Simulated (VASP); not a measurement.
# KI (Fm-3m) in VASP: notebook, part 2 of 2

VASP 6.6.1. The steps go on from the part before.

## (6) Single point, r2SCAN

Contents of POSCAR:

```
KI
1.0
    0.0000000000      3.5090643863      3.5090643863
    3.5090643863      0.0000000000      3.5090643863
    3.5090643863      3.5090643863      0.0000000000
I K
1 1
Direct
    0.5000000000      0.5000000000      0.5000000000
    0.0000000000      0.0000000000      0.0000000000
```

Contents of INCAR.step1:

```
PREC = Accurate
ENCUT = 550
ISMEAR = -1
SIGMA = 0.05
LREAL = F
LASPH = T
NELM = 120
NBANDS = 15
GGA = PE
ALGO = Normal
EDIFF = 1E-5
LWAVE = T
LCHARG = F
GGA_COMPAT = F
```

Contents of INCAR.step2:

```
PREC = Accurate
ENCUT = 550
EDIFF = 1E-6
ISMEAR = -1
SIGMA = 0.05
LREAL = F
LASPH = T
NELM = 120
ALGO = Normal
ISIF = 2
LWAVE = F
LCHARG = F
METAGGA = R2SCAN
LMIXTAU = T
NBANDS = 15
ISTART = 1
GGA_COMPAT = F
```

Contents of KPOINTS:

```
regular mesh
0
Gamma
  7 7 7
```

Potentials or basis: VASP PAW PBE potentials, release 64 (I, K_sv).

Command:

```bash
cat potpaw_PBE.64/I/POTCAR potpaw_PBE.64/K_sv/POTCAR > POTCAR
cp INCAR.step1 INCAR
mpirun -np 1 vasp_std > vasp.out
cp INCAR.step2 INCAR
mpirun -np 1 vasp_std > vasp.out
```

OUTCAR:

```text
PREC = Accurate
   ENCUT = 550
   EDIFF = 1E-6
   ISMEAR = -1
   LREAL = F
   LASPH = T
   NELM = 120
   ISIF = 2
   METAGGA = R2SCAN
   ISTART = 1

 ion  position               nearest neighbor table
   1  0.500  0.500  0.500-   2 3.51   2 3.51   2 3.51   2 3.51   2 3.51   2 3.51
   2  0.000  0.000  0.000-   1 3.51   1 3.51   1 3.51   1 3.51   1 3.51   1 3.51

  LATTYP: Found a face centered cubic cell.
 ALAT       =     7.0181287726

  Lattice vectors:

 A1 = (   0.0000000000,   3.5090643863,   3.5090643863)
 A2 = (   3.5090643863,   0.0000000000,   3.5090643863)
 A3 = (   3.5090643863,   3.5090643863,   0.0000000000)

Analysis of symmetry for initial positions (statically):
=====================================================================
 Subroutine PRICEL returns:
 Original cell was already a primitive cell.

 Routine SETGRP: Setting up the symmetry group for a
 face centered cubic supercell.

 Subroutine GETGRP returns: Found 48 space group operations
 (whereof 48 operations were pure point group operations)
 out of a pool of 48 trial point group operations.

The static configuration has the point symmetry O_h .

Analysis of symmetry for dynamics (positions and initial velocities):
[... 170 lines left out ...]
      8      -0.6486      2.00000
      9       4.0124      0.00000
     10       6.3890      0.00000
     11       6.3890      0.00000
     12       6.3890      0.00000
     13       7.2533      0.00000
     14       7.2533      0.00000
[... 329 lines left out ...]
      2     -13.0635      2.00000
      3     -13.0269      2.00000
      4     -13.0114      2.00000
      5     -11.2551      2.00000
      6      -1.4747      2.00000
      7      -1.4621      2.00000
      8      -1.1512      2.00000
      9       5.9466      0.00000
     10       6.7709      0.00000
     11       6.8961      0.00000
     12       8.4233      0.00000
     13       8.9093      0.00000
     14       9.4266      0.00000
     15      10.4148      0.00000

------------------------ aborting loop because EDIFF is reached ----------------------------------------

  FORCE on cell =-STRESS in cart. coord.  units (eV):
  Direction    XX          YY          ZZ          XY          YZ          ZX
  --------------------------------------------------------------------------------------
  -------------------------------------------------------------------------------------
  Total        0.2308000      0.2308000      0.2308000      0.0000000      0.0000000      0.0000000
  in kB        4.2790006      4.2790006      4.2790006      0.0000000      0.0000000      0.0000000
  external PRESSURE =       4.2790006 kB  Pullay stress =       0.0000000 kB

 VOLUME and BASIS-vectors are now :
 -----------------------------------------------------------------------------
  energy-cutoff  :      550.00
  volume of cell :       86.42
      direct lattice vectors                 reciprocal lattice vectors
     0.000000000  3.509064386  3.509064386    -0.142488124  0.142488124  0.142488124
     3.509064386  0.000000000  3.509064386     0.142488124 -0.142488124  0.142488124
     3.509064386  3.509064386  0.000000000     0.142488124  0.142488124 -0.142488124

 POSITION                                       TOTAL-FORCE (eV/Angst)
 -----------------------------------------------------------------------------------
      3.50906      3.50906      3.50906         0.000000      0.000000      0.000000
      0.00000      0.00000      0.00000         0.000000      0.000000      0.000000
 -----------------------------------------------------------------------------------
    total drift:                                0.000000     -0.000000     -0.000000

  FREE ENERGIE OF THE ION-ELECTRON SYSTEM (eV)
  ---------------------------------------------------
  free  energy   TOTEN  =       -33.9809356459 eV

  energy  without entropy=      -33.9809356459  energy(sigma->0) =      -33.98093565
```

Run time: 3.2 min. Hardware: 1 thread of Intel Xeon 8259CL, shared host; peak memory 0.27 GiB.

What came out:

```
Free energy            : -33.9809 eV
Pressure               : 0.4 GPa
Band gap on the k mesh : 4.66 eV
```

Levels at points of the mesh, in eV from the valence-band top:
| k point | band 5 | band 6 | band 7 | band 8 | band 9 | band 10 | band 11 | band 12 |
| --- | --- | --- | --- | --- | --- | --- | --- | --- |
| (0.00, 0.00, 0.00) | -10.84 | 0.00 | 0.00 | 0.00 | 4.66 | 7.04 | 7.04 | 7.04 |

Caveat: the PAW data sets were made with another functional, which shifts forces and pressure a little; spin-orbit coupling is left out, which moves the levels of the heavy elements; an odd mesh through Γ misses points on the zone boundary, where band edges can lie.

## (7) Overview

| level | cell | k mesh | cutoff (eV) | grid for exact exchange (PRECFOCK) | share of exact exchange | screening parameter | gap on the mesh (eV) | pressure (GPa) |
| --- | --- | --- | --- | --- | --- | --- | --- | --- |
| HSE06 | a = 4.963 Å, angles 60.0°, 2 atoms | 4 × 4 × 4 | 520 | Normal | 0.25 | 0.2079 1/Å | 5.01 | 0.7 |
| HSE06 | a = 4.996 Å, angles 60.0°, 2 atoms | 4 × 4 × 4 | 520 | Normal | 0.25 | 0.2079 1/Å | 4.95 | 0.4 |
| PBE0 | a = 4.996 Å, angles 60.0°, 2 atoms | 4 × 4 × 4 | 520 | Normal | 0.25 | - | 5.66 | 0.4 |
| r2SCAN | a = 4.894 Å, angles 60.0°, 2 atoms | 7 × 7 × 7 | 550 | - | - | - | 4.78 | 1.1 |
| r2SCAN | a = 4.963 Å, angles 60.0°, 2 atoms | 7 × 7 × 7 | 550 | - | - | - | 4.66 | 0.4 |

Alike in all rows: task single point; potentials or basis VASP PAW PBE potentials, release 64 (I, K_sv); no spin polarisation; smearing fermi-dirac 0.05 eV.

Caveats: the PAW data sets were made with another functional, which shifts forces and pressure a little; spin-orbit coupling is left out, which moves the levels of the heavy elements; an odd mesh through Γ misses points on the zone boundary, where band edges can lie (at least some runs).

Total energies depend on the potentials used, so only differences within one code and one set of settings carry meaning.

## (8) Comparison with measurements

Step 2. Against the measured gap of KI, 6.32 eV (a printed reference work, monograph), the calculated 5.01 eV is off by -1.31 eV. Spin-orbit coupling on I is left out. The value is that of HSE06, without temperature or zero-point motion.

Step 3. Measured gap of KI: 6.32 eV (a printed reference work, monograph). This calculation gives 4.95 eV (-1.37 eV). Spin-orbit coupling on I is left out. The value is that of HSE06, without temperature or zero-point motion.

Step 4. Against the measured gap of KI, 6.32 eV (a printed reference work, monograph), the calculated 5.66 eV is off by -0.66 eV. Spin-orbit coupling on I is left out. The value is that of PBE0, without temperature or zero-point motion.

Step 6. Against the measured gap of KI, 6.32 eV (a printed reference work, monograph), the calculated 4.66 eV is off by -1.66 eV. Spin-orbit coupling on I is left out. The value is that of r2SCAN on a finite k mesh, which can miss the band edges, without temperature or zero-point motion.
